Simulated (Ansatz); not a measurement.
**Rh: convergence with the k mesh**

How much do the results for Rh depend on the k mesh?

Program: Ansatz 0.2.0. Level of theory: DFT PBE, with the methods named in each step. These are calculated values, not measurements.

### Step 1. The structure to begin with

It takes space group Fm-3m (No. 225, cubic). Conventional cell: a = 3.803 Å, b = 3.803 Å, c = 3.803 Å, α = 90.00°, β = 90.00°, γ = 90.00°. Around Rh (site symmetry m-3m) lie 12 Rh at 2.69 Å.

As a file:

```
CELL_PARAMETERS angstrom
0.00000 1.90155 1.90155
1.90155 0.00000 1.90155
1.90155 1.90155 0.00000
ATOMIC_POSITIONS crystal
Rh 0.00000 0.00000 0.00000
```

The geometry is a database entry used as it stands. It may stem from high pressure or temperature, or be incomplete, so it serves as a test cell.

### Step 2. With k mesh [5, 5, 5]

Input file input.yaml:

```yaml
crystal:
  lattice:
    - [0.0, 1.90155, 1.90155]
    - [1.90155, 0.0, 1.90155]
    - [1.90155, 1.90155, 0.0]
  atoms:
    - { symbol: Rh, position: [0.0, 0.0, 0.0] }
kpoints:
  mp_grid: { grid: [5, 5, 5] }
scf:
  occupations: { method: fermi_dirac, width: 0.08 }
hamiltonian:
  xc: pbe
  pseudopotentials: { kind: all_electron, lapw: { basis_error: 0.001 } }
output:
  forces: true
  stress: true
  eigenvalues: true
```

The log of the run (excerpt; [...] marks lines left out):

```text
LAPW: plane waves up to 8.524 Å⁻¹, error target 1.0e-3 eV per atom; small_component_spin mean_spin; Rh in spheres of 1.345 Å, 27 of its electrons in bands, Dirac shells []
[...]
Pseudopotentials: kind: all_electron
Pseudopotential: Rh, LAPW, valence charge 27, Koelling and Harmon's equation, gaussian nucleus
Functional definition: PBE
[...]
Crystal: 1 atoms, lattice volume = 13.752 Å³
Basis set: ecut = 276.8076534827861 eV, 137 PW (Γ), exchange–correlation at level 2
Bands: 18, of which v1, the nominal top of the filled ones, is band 14 counted from 1 (13 counted from 0)
Symmetry: 48 space group operations
Space group: Fm-3m (ITA 225), of the structure as read, at distance tolerance 2.4e-5 Å
k-points: 10 of 125
[...]
SCF iter   1: F=—  HF=-130187.603164 eV  |F-HF|=—  |Δ(HF+E_count)|=         —  Δρ=3.53e-2  dr2=8.95e-2  ethr=3.30e-4  ⟨swp⟩=3.0  Hψ=1175  notcnv=0
[...]
the basis was enlarged: its passes take 600.0 KiB over the memory plan, 1 of 1 planned eigensolver slots
[...]
SCF iter   6: F=-130187.173089 eV  HF=-130187.173089 eV  |F-HF|=1.19e-9  |Δ(HF+E_count)|=   5.59e-7  Δρ=2.73e-6  dr2=3.61e-10  ethr=2.55e-9  ⟨swp⟩=2.4  Hψ=510  notcnv=0
[...]
SCF converged after 6 iterations
Free energy (F): -130187.173089 eV
[...]
E sigma→0 (E₀):  -130187.143236 eV
Entropy (-TS):   -0.059705 eV (-59.705 meV/atom)
Fermi energy:    24.833942 eV
[...]
--- Forces (eV/Å), atoms counted from 1 ---
  atom   1  Rh     0.00000000     0.00000000     0.00000000
[...]
--- Stress (GPa, compression-positive) ---
        8.798762       0.000000       0.000000
        0.000000       8.798762      -0.000000
        0.000000      -0.000000       8.798762
  P = ⅓ Tr σ = 8.7988 GPa (87.988 kbar)
--- Band table (eV; the first three rows and the last of 10) ---
  k-point 0: bands = ["-272.2824", "-272.2824", "-272.2824", "-272.2519", "-272.2519", "-54.2702", "-21.7380", "-21.7380", "-21.7380", "16.6155", "21.5120", "21.5120", "21.5120", "23.6115", "23.6115", "40.3429", "45.7081", "45.7081"]
[...]
```

It took 1.6 s on 1 thread, shared host.

In short: pressure 8.80 GPa; no gap.

### Step 3. With k mesh [5, 5, 5], PAW files

Changes to input.yaml since step 2:

```diff
@@ -13,3 +13,3 @@
   xc: pbe
-  pseudopotentials: { kind: all_electron, lapw: { basis_error: 0.001 } }
+  pseudopotentials: { kind: paw }
 output:
@@ -18 +18,2 @@
   eigenvalues: true
+  efg: { contact_densities: true }
```

The log of the run (excerpt; [...] marks lines left out):

```text
Rh: output.efg is read without spin–orbit coupling, which moves field gradients at and beside such atoms by some per cent and up to a factor of two; PAW files take it under magnetization.noncollinear and magnetization.spin_orbit
[...]
Pseudopotentials: kind: paw
Pseudopotential: Rh, paw, valence charge 17, recommended cutoff 420 eV (normal)
Functional definition: PBE
[...]
Crystal: 1 atoms, lattice volume = 13.752 Å³
Basis set: ecut = 420 eV, 283 PW (Γ), exchange–correlation on 36×36×36 points (8 copies of the dense FFT grid, shifted against one another)
Bands: 13, of which v1, the nominal top of the filled ones, is band 9 counted from 1 (8 counted from 0)
Symmetry: 48 space group operations
Space group: Fm-3m (ITA 225), of the structure as read, at distance tolerance 2.4e-5 Å
k-points: 10 of 125
[...]
SCF converged after 6 iterations
Free energy (F): -6402.764628 eV
[...]
E sigma→0 (E₀):  -6402.734776 eV
Entropy (-TS):   -0.059705 eV (-59.705 meV/atom)
Fermi energy:    22.648864 eV
[...]
--- Forces (eV/Å), atoms counted from 1 ---
  atom   1  Rh     0.00000000     0.00000000     0.00000000
[...]
--- Stress (GPa, compression-positive) ---
        8.815966      -0.000000      -0.000000
       -0.000000       8.815966      -0.000000
        0.000000       0.000000       8.815966
  P = ⅓ Tr σ = 8.8160 GPa (88.160 kbar)
--- PAW observables at the nuclei: V_zz in 10²¹ V/m², potentials from the cell's mean, atoms counted from 1 ---
  atom   1  Rh V_zz =    -0.000000   η = 0.0000   by run symmetry: forbidden
            electrostatic potential = -7029.772472 V   contact ρ = 789886.745881 e/Å³
--- Band table (eV; the first three rows and the last of 10) ---
  k-point 0: bands = ["-56.4496", "-23.9221", "-23.9221", "-23.9221", "14.4256", "19.3254", "19.3254", "19.3254", "21.4241", "21.4241", "38.1736", "43.5284", "43.5284"]
[...]
```

Run time: 1.3 s. Hardware: 1 thread, shared host.

This run gives: pressure 8.82 GPa; no gap.

### Step 4. With k mesh [8, 8, 8]

Changes to input.yaml since step 3:

```diff
@@ -8,3 +8,3 @@
 kpoints:
-  mp_grid: { grid: [5, 5, 5] }
+  mp_grid: { grid: [8, 8, 8] }
 scf:
@@ -13,3 +13,3 @@
   xc: pbe
-  pseudopotentials: { kind: paw }
+  pseudopotentials: { kind: all_electron, lapw: { basis_error: 0.001 } }
 output:
@@ -18,2 +18 @@
   eigenvalues: true
-  efg: { contact_densities: true }
```

The log of the run (excerpt; [...] marks lines left out):

```text
LAPW: plane waves up to 8.524 Å⁻¹, error target 1.0e-3 eV per atom; small_component_spin mean_spin; Rh in spheres of 1.345 Å, 27 of its electrons in bands, Dirac shells []
[...]
Pseudopotentials: kind: all_electron
Pseudopotential: Rh, LAPW, valence charge 27, Koelling and Harmon's equation, gaussian nucleus
Functional definition: PBE
[...]
Crystal: 1 atoms, lattice volume = 13.752 Å³
Basis set: ecut = 276.8076534827861 eV, 137 PW (Γ), exchange–correlation at level 2
Bands: 18, of which v1, the nominal top of the filled ones, is band 14 counted from 1 (13 counted from 0)
Symmetry: 48 space group operations
Space group: Fm-3m (ITA 225), of the structure as read, at distance tolerance 2.4e-5 Å
k-points: 29 of 512
[...]
SCF iter   1: F=—  HF=-130187.728354 eV  |F-HF|=—  |Δ(HF+E_count)|=         —  Δρ=3.72e-2  dr2=9.64e-2  ethr=3.55e-4  ⟨swp⟩=3.0  Hψ=3421  notcnv=0
[...]
the basis was enlarged: its passes take 419.2 KiB over the memory plan, 1 of 1 planned eigensolver slots
[...]
SCF iter   6: F=-130187.280060 eV  HF=-130187.280060 eV  |F-HF|=3.29e-9  |Δ(HF+E_count)|=   1.29e-7  Δρ=5.59e-6  dr2=1.91e-9  ethr=1.25e-9  ⟨swp⟩=3.0  Hψ=1505  notcnv=0
[...]
SCF converged after 6 iterations
Free energy (F): -130187.280060 eV
[...]
E sigma→0 (E₀):  -130187.260986 eV
Entropy (-TS):   -0.038148 eV (-38.148 meV/atom)
Fermi energy:    24.618588 eV
[...]
--- Forces (eV/Å), atoms counted from 1 ---
  atom   1  Rh    -0.00000000    -0.00000000    -0.00000000
[...]
--- Stress (GPa, compression-positive) ---
        6.820722      -0.000000       0.000000
       -0.000000       6.820722       0.000000
        0.000000       0.000000       6.820722
  P = ⅓ Tr σ = 6.8207 GPa (68.207 kbar)
--- Band table (eV; the first three rows and the last of 29) ---
  k-point 0: bands = ["-272.2909", "-272.2909", "-272.2909", "-272.2622", "-272.2622", "-54.2708", "-21.7377", "-21.7377", "-21.7377", "16.6166", "21.5163", "21.5163", "21.5163", "23.6098", "23.6098", "40.3541", "45.7049", "45.7049"]
[...]
```

It took 2.9 s on 1 thread, shared host.

Read from it: pressure 6.82 GPa; no gap.

### Step 5. With k mesh [8, 8, 8], PAW files

Changes to input.yaml since step 4:

```diff
@@ -13,3 +13,3 @@
   xc: pbe
-  pseudopotentials: { kind: all_electron, lapw: { basis_error: 0.001 } }
+  pseudopotentials: { kind: paw }
 output:
@@ -18 +18,2 @@
   eigenvalues: true
+  efg: { contact_densities: true }
```

The log of the run (excerpt; [...] marks lines left out):

```text
Rh: output.efg is read without spin–orbit coupling, which moves field gradients at and beside such atoms by some per cent and up to a factor of two; PAW files take it under magnetization.noncollinear and magnetization.spin_orbit
[...]
Pseudopotentials: kind: paw
Pseudopotential: Rh, paw, valence charge 17, recommended cutoff 420 eV (normal)
Functional definition: PBE
[...]
Crystal: 1 atoms, lattice volume = 13.752 Å³
Basis set: ecut = 420 eV, 283 PW (Γ), exchange–correlation on 36×36×36 points (8 copies of the dense FFT grid, shifted against one another)
Bands: 13, of which v1, the nominal top of the filled ones, is band 9 counted from 1 (8 counted from 0)
Symmetry: 48 space group operations
Space group: Fm-3m (ITA 225), of the structure as read, at distance tolerance 2.4e-5 Å
k-points: 29 of 512
[...]
SCF converged after 6 iterations
Free energy (F): -6402.871345 eV
[...]
E sigma→0 (E₀):  -6402.852275 eV
Entropy (-TS):   -0.038140 eV (-38.140 meV/atom)
Fermi energy:    22.433783 eV
[...]
--- Forces (eV/Å), atoms counted from 1 ---
  atom   1  Rh     0.00000000     0.00000000     0.00000000
[...]
--- Stress (GPa, compression-positive) ---
        6.853608       0.000000       0.000000
        0.000000       6.853608       0.000000
        0.000000      -0.000000       6.853608
  P = ⅓ Tr σ = 6.8536 GPa (68.536 kbar)
--- PAW observables at the nuclei: V_zz in 10²¹ V/m², potentials from the cell's mean, atoms counted from 1 ---
  atom   1  Rh V_zz =    +0.000000   η = 0.0000   by run symmetry: forbidden
            electrostatic potential = -7029.755407 V   contact ρ = 789888.279080 e/Å³
--- Band table (eV; the first three rows and the last of 29) ---
  k-point 0: bands = ["-56.4503", "-23.9219", "-23.9219", "-23.9219", "14.4266", "19.3295", "19.3295", "19.3295", "21.4223", "21.4223", "38.1846", "43.5251", "43.5251"]
[...]
```

Run time: 1.5 s. Hardware: 1 thread, shared host.

This run gives: pressure 6.85 GPa; no gap.

### Step 6. With k mesh [12, 12, 12]

Changes to input.yaml since step 5:

```diff
@@ -8,3 +8,3 @@
 kpoints:
-  mp_grid: { grid: [8, 8, 8] }
+  mp_grid: { grid: [12, 12, 12] }
 scf:
@@ -13,3 +13,3 @@
   xc: pbe
-  pseudopotentials: { kind: paw }
+  pseudopotentials: { kind: all_electron, lapw: { basis_error: 0.001 } }
 output:
@@ -18,2 +18 @@
   eigenvalues: true
-  efg: { contact_densities: true }
```

The log of the run (excerpt; [...] marks lines left out):

```text
LAPW: plane waves up to 8.524 Å⁻¹, error target 1.0e-3 eV per atom; small_component_spin mean_spin; Rh in spheres of 1.345 Å, 27 of its electrons in bands, Dirac shells []
[...]
Pseudopotentials: kind: all_electron
Pseudopotential: Rh, LAPW, valence charge 27, Koelling and Harmon's equation, gaussian nucleus
Functional definition: PBE
[...]
Crystal: 1 atoms, lattice volume = 13.752 Å³
Basis set: ecut = 276.8076534827861 eV, 137 PW (Γ), exchange–correlation at level 2
Bands: 18, of which v1, the nominal top of the filled ones, is band 14 counted from 1 (13 counted from 0)
Symmetry: 48 space group operations
Space group: Fm-3m (ITA 225), of the structure as read, at distance tolerance 2.4e-5 Å
k-points: 72 of 1728
[...]
SCF iter   1: F=—  HF=-130187.781408 eV  |F-HF|=—  |Δ(HF+E_count)|=         —  Δρ=3.75e-2  dr2=9.70e-2  ethr=3.57e-4  ⟨swp⟩=3.0  Hψ=8485  notcnv=0
[...]
the basis was enlarged: its passes take 419.2 KiB over the memory plan, 1 of 1 planned eigensolver slots
[...]
SCF iter   6: F=-130187.307031 eV  HF=-130187.307031 eV  |F-HF|=1.30e-8  |Δ(HF+E_count)|=   5.71e-7  Δρ=1.88e-6  dr2=2.62e-10  ethr=2.31e-9  ⟨swp⟩=2.5  Hψ=3676  notcnv=0
[...]
SCF converged after 6 iterations
Free energy (F): -130187.307031 eV
[...]
E sigma→0 (E₀):  -130187.294868 eV
Entropy (-TS):   -0.024326 eV (-24.326 meV/atom)
Fermi energy:    24.558834 eV
[...]
--- Forces (eV/Å), atoms counted from 1 ---
  atom   1  Rh     0.00000000    -0.00000000     0.00000000
[...]
--- Stress (GPa, compression-positive) ---
        5.737447       0.000000      -0.000000
        0.000000       5.737447       0.000000
       -0.000000       0.000000       5.737447
  P = ⅓ Tr σ = 5.7374 GPa (57.374 kbar)
--- Band table (eV; the first three rows and the last of 72) ---
  k-point 0: bands = ["-272.3634", "-272.3634", "-272.3634", "-272.3381", "-272.3381", "-54.3305", "-21.7930", "-21.7930", "-21.7930", "16.6134", "21.4841", "21.4841", "21.4841", "23.5679", "23.5679", "40.3590", "45.7002", "45.7002"]
[...]
```

Run time: 6 s. Hardware: 1 thread, shared host.

In short: pressure 5.74 GPa; no gap.

### Step 7. With k mesh [12, 12, 12], PAW files

Changes to input.yaml since step 6:

```diff
@@ -13,3 +13,3 @@
   xc: pbe
-  pseudopotentials: { kind: all_electron, lapw: { basis_error: 0.001 } }
+  pseudopotentials: { kind: paw }
 output:
@@ -18 +18,2 @@
   eigenvalues: true
+  efg: { contact_densities: true }
```

The log of the run (excerpt; [...] marks lines left out):

```text
Rh: output.efg is read without spin–orbit coupling, which moves field gradients at and beside such atoms by some per cent and up to a factor of two; PAW files take it under magnetization.noncollinear and magnetization.spin_orbit
[...]
Pseudopotentials: kind: paw
Pseudopotential: Rh, paw, valence charge 17, recommended cutoff 420 eV (normal)
Functional definition: PBE
[...]
Crystal: 1 atoms, lattice volume = 13.752 Å³
Basis set: ecut = 420 eV, 283 PW (Γ), exchange–correlation on 36×36×36 points (8 copies of the dense FFT grid, shifted against one another)
Bands: 13, of which v1, the nominal top of the filled ones, is band 9 counted from 1 (8 counted from 0)
Symmetry: 48 space group operations
Space group: Fm-3m (ITA 225), of the structure as read, at distance tolerance 2.4e-5 Å
k-points: 72 of 1728
[...]
SCF converged after 6 iterations
Free energy (F): -6402.898101 eV
[...]
E sigma→0 (E₀):  -6402.885916 eV
Entropy (-TS):   -0.024371 eV (-24.371 meV/atom)
Fermi energy:    22.374373 eV
[...]
--- Forces (eV/Å), atoms counted from 1 ---
  atom   1  Rh     0.00000000     0.00000000     0.00000000
[...]
--- Stress (GPa, compression-positive) ---
        5.774397       0.000000       0.000000
        0.000000       5.774397       0.000000
        0.000000      -0.000000       5.774397
  P = ⅓ Tr σ = 5.7744 GPa (57.744 kbar)
--- PAW observables at the nuclei: V_zz in 10²¹ V/m², potentials from the cell's mean, atoms counted from 1 ---
  atom   1  Rh V_zz =    +0.000000   η = 0.0000   by run symmetry: forbidden
            electrostatic potential = -7029.687924 V   contact ρ = 789890.796753 e/Å³
--- Band table (eV; the first three rows and the last of 72) ---
  k-point 0: bands = ["-56.5095", "-23.9768", "-23.9768", "-23.9768", "14.4238", "19.2977", "19.2977", "19.2977", "21.3809", "21.3809", "38.1898", "43.5208", "43.5208"]
[...]
```

Run time: 1.9 s. Hardware: 1 thread, shared host.

Result: pressure 5.77 GPa; no gap.

### Step 8. With k mesh [22, 22, 22]

Changes to input.yaml since step 7:

```diff
@@ -8,3 +8,3 @@
 kpoints:
-  mp_grid: { grid: [12, 12, 12] }
+  mp_grid: { grid: [22, 22, 22] }
 scf:
@@ -13,3 +13,3 @@
   xc: pbe
-  pseudopotentials: { kind: paw }
+  pseudopotentials: { kind: all_electron, lapw: { basis_error: 0.001 } }
 output:
@@ -18,2 +18 @@
   eigenvalues: true
-  efg: { contact_densities: true }
```

The log of the run (excerpt; [...] marks lines left out):

```text
LAPW: plane waves up to 8.524 Å⁻¹, error target 1.0e-3 eV per atom; small_component_spin mean_spin; Rh in spheres of 1.345 Å, 27 of its electrons in bands, Dirac shells []
[...]
Pseudopotentials: kind: all_electron
Pseudopotential: Rh, LAPW, valence charge 27, Koelling and Harmon's equation, gaussian nucleus
Functional definition: PBE
[...]
Crystal: 1 atoms, lattice volume = 13.752 Å³
Basis set: ecut = 276.8076534827861 eV, 137 PW (Γ), exchange–correlation at level 2
Bands: 18, of which v1, the nominal top of the filled ones, is band 14 counted from 1 (13 counted from 0)
Symmetry: 48 space group operations
Space group: Fm-3m (ITA 225), of the structure as read, at distance tolerance 2.4e-5 Å
k-points: 328 of 10648
[...]
SCF iter   1: F=—  HF=-130187.773739 eV  |F-HF|=—  |Δ(HF+E_count)|=         —  Δρ=3.72e-2  dr2=9.55e-2  ethr=3.52e-4  ⟨swp⟩=3.0  Hψ=38667  notcnv=0
[...]
SCF iter   6: F=-130187.306862 eV  HF=-130187.306862 eV  |F-HF|=3.89e-9  |Δ(HF+E_count)|=   5.09e-7  Δρ=1.32e-6  dr2=6.09e-11  ethr=1.96e-9  ⟨swp⟩=2.5  Hψ=16763  notcnv=0
[...]
SCF converged after 6 iterations
Free energy (F): -130187.306862 eV
[...]
E sigma→0 (E₀):  -130187.292807 eV
Entropy (-TS):   -0.028111 eV (-28.111 meV/atom)
Fermi energy:    24.566187 eV
[...]
--- Forces (eV/Å), atoms counted from 1 ---
  atom   1  Rh     0.00000000    -0.00000000     0.00000000
[...]
--- Stress (GPa, compression-positive) ---
        5.922469       0.000000       0.000000
        0.000000       5.922469       0.000000
        0.000000       0.000000       5.922469
  P = ⅓ Tr σ = 5.9225 GPa (59.225 kbar)
--- Band table (eV; the first three rows and the last of 328) ---
  k-point 0: bands = ["-272.3411", "-272.3411", "-272.3411", "-272.3153", "-272.3153", "-54.3119", "-21.7757", "-21.7757", "-21.7757", "16.6144", "21.4945", "21.4945", "21.4945", "23.5806", "23.5806", "40.3586", "45.7013", "45.7013"]
[...]
```

Run time: 25 s. Hardware: 1 thread, shared host.

Result: pressure 5.92 GPa; no gap.

### Step 9. With k mesh [22, 22, 22], PAW files

Changes to input.yaml since step 8:

```diff
@@ -13,3 +13,3 @@
   xc: pbe
-  pseudopotentials: { kind: all_electron, lapw: { basis_error: 0.001 } }
+  pseudopotentials: { kind: paw }
 output:
@@ -18 +18,2 @@
   eigenvalues: true
+  efg: { contact_densities: true }
```

The log of the run (excerpt; [...] marks lines left out):

```text
Rh: output.efg is read without spin–orbit coupling, which moves field gradients at and beside such atoms by some per cent and up to a factor of two; PAW files take it under magnetization.noncollinear and magnetization.spin_orbit
[...]
Pseudopotentials: kind: paw
Pseudopotential: Rh, paw, valence charge 17, recommended cutoff 420 eV (normal)
Functional definition: PBE
[...]
Crystal: 1 atoms, lattice volume = 13.752 Å³
Basis set: ecut = 420 eV, 283 PW (Γ), exchange–correlation on 36×36×36 points (8 copies of the dense FFT grid, shifted against one another)
Bands: 13, of which v1, the nominal top of the filled ones, is band 9 counted from 1 (8 counted from 0)
Symmetry: 48 space group operations
Space group: Fm-3m (ITA 225), of the structure as read, at distance tolerance 2.4e-5 Å
k-points: 328 of 10648
[...]
SCF converged after 6 iterations
Free energy (F): -6402.897999 eV
[...]
E sigma→0 (E₀):  -6402.883931 eV
Entropy (-TS):   -0.028136 eV (-28.136 meV/atom)
Fermi energy:    22.381545 eV
[...]
--- Forces (eV/Å), atoms counted from 1 ---
  atom   1  Rh     0.00000000     0.00000000     0.00000000
[...]
--- Stress (GPa, compression-positive) ---
        5.957437       0.000000       0.000000
       -0.000000       5.957437      -0.000000
        0.000000      -0.000000       5.957437
  P = ⅓ Tr σ = 5.9574 GPa (59.574 kbar)
--- PAW observables at the nuclei: V_zz in 10²¹ V/m², potentials from the cell's mean, atoms counted from 1 ---
  atom   1  Rh V_zz =    +0.000000   η = 0.0000   by run symmetry: forbidden
            electrostatic potential = -7029.707945 V   contact ρ = 789889.954876 e/Å³
--- Band table (eV; the first three rows and the last of 328) ---
  k-point 0: bands = ["-56.4911", "-23.9597", "-23.9597", "-23.9597", "14.4246", "19.3079", "19.3079", "19.3079", "21.3934", "21.3934", "38.1892", "43.5218", "43.5218"]
[...]
```

Run time: 4.2 s. Hardware: 1 thread, shared host.

Read from it: pressure 5.96 GPa; no gap.

### Step 10. The sweep in one table

| k mesh | energy from the last row of the method (meV/atom) | pressure (GPa) | SCF cycles, all passes | time |
| --- | --- | --- | --- | --- |
| 5×5×5, LAPW | 149.57 | 8.80 | 6 | 1.6 s |
| 5×5×5, PAW | 149.15 | 8.82 | 6 | 1.3 s |
| 8×8×8, LAPW | 31.82 | 6.82 | 6 | 2.9 s |
| 8×8×8, PAW | 31.66 | 6.85 | 6 | 1.5 s |
| 12×12×12, LAPW | -2.06 | 5.74 | 6 | 6 s |
| 12×12×12, PAW | -1.98 | 5.77 | 6 | 1.9 s |
| 22×22×22, LAPW | 0.00 | 5.92 | 6 | 25 s |
| 22×22×22, PAW | 0.00 | 5.96 | 6 | 4.2 s |

Energies are those extrapolated to zero smearing.

### Step 11. Outcome

```
                              quantity                       value
energy error of the loosest run (LAPW)              149.6 meV/atom
                within 1 meV/atom from  no run before the tightest
    pressure, lowest to highest (LAPW)            5.74 to 8.80 GPa
```

In words: At the loosest setting in the table the energy misses the tightest run by 149.6 meV/atom; even the run before the tightest is more than 1 meV/atom away, so the sweep hasn't shown convergence. Without a gap the Fermi surface must be resolved, so the energy converges slowly and unevenly with the mesh. The pressure spans 3.06 GPa (LAPW). The tightest run took 25 s against 1.6 s for the loosest.
